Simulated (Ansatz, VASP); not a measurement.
# Two plane-wave programs on RbCl

```
Rb Cl
1.0
     0.00000    3.29568    3.29568
     3.29568    0.00000    3.29568
     3.29568    3.29568    0.00000
Rb Cl
1 1
Cartesian
  0.0000 0.0000 0.0000
  3.2957 3.2957 3.2957
```

Change from the starting cell: volume scaled by 1.02.

Alike in both runs: task single point; functional PBE; k mesh 7 × 7 × 7; occupations fermi-dirac, width 0.05 eV; no spin polarisation.

|  | VASP | Ansatz |
| --- | --- | --- |
| version | VASP 6.6.1 | Ansatz 0.2.0 |
| potentials or method | VASP PAW PBE potentials, release 64 (Rb_sv, Cl) | Ansatz PAW |
| plane-wave cutoff (eV) | 520 | 420 |
| valence electrons in the cell | 16 | 16 |

|  | VASP | Ansatz | Ansatz less VASP |
| --- | --- | --- | --- |
| gap on the k mesh at the Fermi level (eV) | 4.98 | 4.99 | +0.003 |
| least direct gap on the mesh (eV) | 4.98 | 4.99 | +0.003 |
| pressure (GPa) | 0.8 | 0.8 | -0.01 |

Caveats: an odd mesh through Γ misses points on the zone boundary, where band edges often lie (VASP); odd divisions of the mesh miss points on the zone boundary, where band edges often lie, so the gap on the mesh can be too wide (Ansatz).
